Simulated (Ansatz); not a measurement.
# In (I4/mmm) in Ansatz: reference runs

Reference runs on In: the cell as given and a disturbed copy.

Program: Ansatz 0.2.0. These are calculated values, not measurements. Logs are shortened: lines on timing, memory, paths and dates and some standing lists are left out, and cuts for length are marked.

**1. The structure**

It takes space group I4/mmm (No. 139, tetragonal). The conventional cell has a = 3.251 Å, b = 3.251 Å, c = 4.947 Å, α = 90.00°, β = 90.00°, γ = 90.00°. Around In (site symmetry 4/mmm) lie 12 In at 3.25 to 3.38 Å.

**2. Single point, PBEsol**

Input file input.yaml:

```yaml
crystal:
  lattice:
    - [-1.62547, 1.62547, 2.4737]
    - [1.62547, -1.62547, 2.4737]
    - [1.62547, 1.62547, -2.4737]
  atoms:
    - { symbol: In, position: [0.0, 0.0, 0.0] }
hamiltonian:
  xc: pbesol
  pseudopotentials: { kind: paw }
kpoints:
  mp_grid: { grid: [11, 11, 11] }
scf:
  occupations: { method: fermi_dirac, width: 0.05 }
output:
  forces: true
  stress: true
  eigenvalues: true
```

Potentials or basis: Ansatz PAW.

Command:

```console
> ansatz run input.yaml --threads 2 --pin off --max-ram 5632MiB --backend cpu --events-out ev --progress --plain --runs-dir out
```

What it wrote:

```text
Warning: RAYON_NUM_THREADS=2 ignored (pool sized by the plan → 2); use --threads N
Engine: ansatz 0.2.0, aarch64-unknown-linux-gnu
Pseudopotentials: kind: paw
Pseudopotential: In, paw, valence charge 13, recommended cutoff 420 eV (normal), In.paw.azcp
Functional definition: PBEsol
  exchange = pbesol_x
  correlation = pbesol_c
Crystal: 1 atoms, lattice volume = 26.144 Å³
Basis set: ecut = 420 eV, 533 PW (Γ), exchange–correlation on 48×48×48 points (8 copies of the dense FFT grid, shifted against one another)
Bands: 11, of which v1, the nominal top of the filled ones, is band 7 counted from 1 (6 counted from 0)
Symmetry: 16 space group operations
Space group: I4/mmm (ITA 139), of the structure as read, at distance tolerance 3.0e-5 Å
k-points: 126 of 1331
Non-local potential: In, projectors of the file, l = 0: 2, l = 1: 2, l = 2: 2, l = 3: 2
PAW form: soft (Blöchl's): semilocal exchange-correlation on the pseudo side does not see the compensation charge
PAW frozen core: In, regenerated for the run's functional, and the local potential with it (the file was generated under x = pbe(κ = 0.804, μ = 0.2195149727645171), c = pbe(β = 0.06672455060314922))
PAW one-centre angular grid: In, 590 points (default); XC on 64 Gauss nodes
Initial density: superposition of atomic densities (neutral atoms: chi_scale 0, normalization atom), corrected by the library's trained network
Initial wavefunctions: pseudopotential atomic-orbital guess
Functional: x = pbesol(κ = 0.804, μ = 0.12345679012345678), c = pbesol(β = 0.046)
SCF iter   1: F=—  HF=-5525.407665 eV  |F-HF|=—  |Δ(HF+E_count)|=         —  Δρ=3.06e-3  dr2=2.36e-3  ethr=1.77e-3  ⟨swp⟩=5.3  Hψ=8286  notcnv=0
preconditioner: auto → none  [metal: Δε(μ)=0.038 eV  Ē_g=19.588 eV  σ=0.050 eV  W_gap=0.19  n_scr=8 (ndim 8)  ℏωp=26.2 eV  f_vac=0.000  D(μ)=0.47/eV (n_scr^D=0)  sad-step TF]
SCF iter   2: F=—  HF=-5525.406017 eV  |F-HF|=—  |Δ(HF+E_count)|=   1.65e-3  Δρ=1.24e-3  dr2=5.01e-4  ethr=1.81e-5  ⟨swp⟩=1.9  Hψ=2877  notcnv=0  defer=1
SCF iter   3: F=—  HF=-5525.405809 eV  |F-HF|=—  |Δ(HF+E_count)|=   2.07e-4  Δρ=3.66e-4  dr2=1.67e-5  ethr=3.85e-6  ⟨swp⟩=2.0  Hψ=2142  notcnv=0  defer=3
SCF iter   4: F=—  HF=-5525.405803 eV  |F-HF|=—  |Δ(HF+E_count)|=   6.09e-6  Δρ=7.87e-5  dr2=1.43e-6  ethr=1.28e-7  ⟨swp⟩=2.0  Hψ=2098  notcnv=0  defer=2
iter 5 did not close the SCF: its close was put off for the readings that it lacked (scf_convergence_deferred on its scf_iter line)
SCF iter   5: F=-5525.405803 eV  HF=-5525.405803 eV  |F-HF|=6.11e-9  |Δ(HF+E_count)|=   6.94e-7  Δρ=5.73e-6  dr2=1.21e-8  ethr=1.10e-8  ⟨swp⟩=2.0  Hψ=2076  notcnv=0  defer=3
SCF iter   6: F=-5525.405803 eV  HF=-5525.405803 eV  |F-HF|=8.19e-12  |Δ(HF+E_count)|=   1.61e-9  Δρ=1.18e-6  dr2=1.85e-10  ethr=9.33e-11  ⟨swp⟩=3.9  Hψ=5962  notcnv=0
SCF 1 converged in 6 iterations: F = -5525.405803 eV  dr2 = 1.85e-10
SCF converged after 6 iterations
Free energy (F): -5525.405803 eV
Harris-Foulkes:  -5525.405803 eV  (|F-HF|=8.19e-12)
Internal energy: -5525.401869 eV  (E = F + TS)
E sigma→0 (E₀):  -5525.403836 eV
Entropy (-TS):   -0.003933 eV (-3.933 meV/atom)
Fermi energy:    10.117117 eV
--- Per-component energies (eV) ---
  E_band       = -24.712007
  E_kinetic    = 241.595126
  E_local      = -1075.680811  (includes V_loc(G=0)·N_el)
  E_nonlocal   = 367.366153
  E_hartree    = 420.486500
  E_xc         = -214.111068
  E_vxc        = -100.487795  (∫ρ·V_xc dr)
  E_paw        = -4081.326549  (= ΣΔE_a)
  E_vpaw       = -298.477534  (= ΣTr[D̂ρ^β])
  E_aug_tail   = 0.000025  (compensation charges beyond the density's cutoff)
  E_ewald      = -1183.967147
  E_core_change = 0.235902  (= ΣΔE_core)
  E_smearing   = -0.003933  (= −TS)
  E_closure    = 0.000000  (closes the sum)
  Σ components = -5525.405803   (vs F -5525.405803, Δ=0.00e0)
--- Forces (eV/Å), atoms counted from 1 ---
  atom   1  In    -0.00000000    -0.00000000     0.00000000
  max |Σ_I F_I| component: 8.63e-32 eV/Å
--- Stress (GPa, compression-positive) ---
       -0.781401      -0.000000      -0.000000
       -0.000000      -0.781401       0.000000
       -0.000000       0.000000      -1.209407
  P = ⅓ Tr σ = -0.9241 GPa (-9.241 kbar)
--- Band table (eV; the first three rows and the last of 126) ---
  k-point 0: bands = ["-4.5304", "-4.4221", "-4.4221", "-4.3393", "-4.2358", "0.5299", "20.6195", "20.6195", "20.7925", "21.6702", "24.0472"]
  k-point 1: bands = ["-4.4948", "-4.4414", "-4.4007", "-4.3310", "-4.2501", "0.7833", "19.2550", "19.4469", "19.7668", "20.7093", "25.3857"]
  k-point 2: bands = ["-4.4930", "-4.3967", "-4.3470", "-4.3417", "-4.2574", "1.5511", "17.2521", "17.5019", "18.1728", "19.4324", "21.5983"]
  k-point 125: bands = ["-4.6859", "-4.5675", "-4.1440", "-4.1211", "-4.1043", "7.2362", "7.5669", "13.4687", "14.9624", "18.3642", "19.8336"]
```

It took 1.2 s on 2 threads of Arm Neoverse V1, shared host; peak memory 0.31 GiB.

What came out:

| Property | Result |
| --- | --- |
| Free energy | -5525.4058 eV |
| Pressure | -0.9 GPa |
| Band gap on the k mesh | none (metal or under the smearing width) |

Caveat: the PAW data sets come from PBE, with cores solved anew for the run's functional, which leaves a small shift of forces and pressure.

**3. Single point, PBEsol (cell strained at random at fixed volume)**

Input file input.yaml:

```yaml
crystal:
  lattice:
    - [-1.642989, 1.576776, 2.432089]
    - [1.658018, -1.631797, 2.478118]
    - [1.651989, 1.640796, -2.468243]
  atoms:
    - { symbol: In, position: [-0.008528, 0.003147, -2.8e-05] }
hamiltonian:
  xc: pbesol
  pseudopotentials: { kind: paw }
kpoints:
  mp_grid: { grid: [11, 11, 11] }
scf:
  occupations: { method: fermi_dirac, width: 0.05 }
output:
  forces: true
  stress: true
  eigenvalues: true
```

Potentials or basis: Ansatz PAW.

Command:

```console
> ansatz run input.yaml --threads 2 --pin off --max-ram 5632MiB --backend cpu --events-out ev --progress --plain --runs-dir out
```

It took 5.7 s on 2 threads of Arm Neoverse V1, shared host; peak memory 0.45 GiB.

The run converged. Its results:

```yaml
Free_energy: -5525.4045 eV
Pressure: -0.9 GPa
Band_gap_on_the_k_mesh: none (metal or under the smearing width)
```

Stress tensor (GPa, compression positive):
```
-1.15 -0.01 -0.01
-0.01 -0.17  0.24
-0.01  0.24 -1.40
```

Levels at points of the mesh, in eV from the Fermi level:
| k point | band 2 | band 3 | band 4 | band 5 | band 6 | band 7 | band 8 | band 9 | band 10 | band 11 |
| --- | --- | --- | --- | --- | --- | --- | --- | --- | --- | --- |
| (0.00, 0.00, 0.00) | -14.55 | -14.51 | -14.43 | -14.34 | -9.57 | 10.09 | 10.47 | 10.88 | 11.86 | 13.63 |

Caveat: the PAW data sets come from PBE, with cores solved anew for the run's functional, which leaves a small shift of forces and pressure.
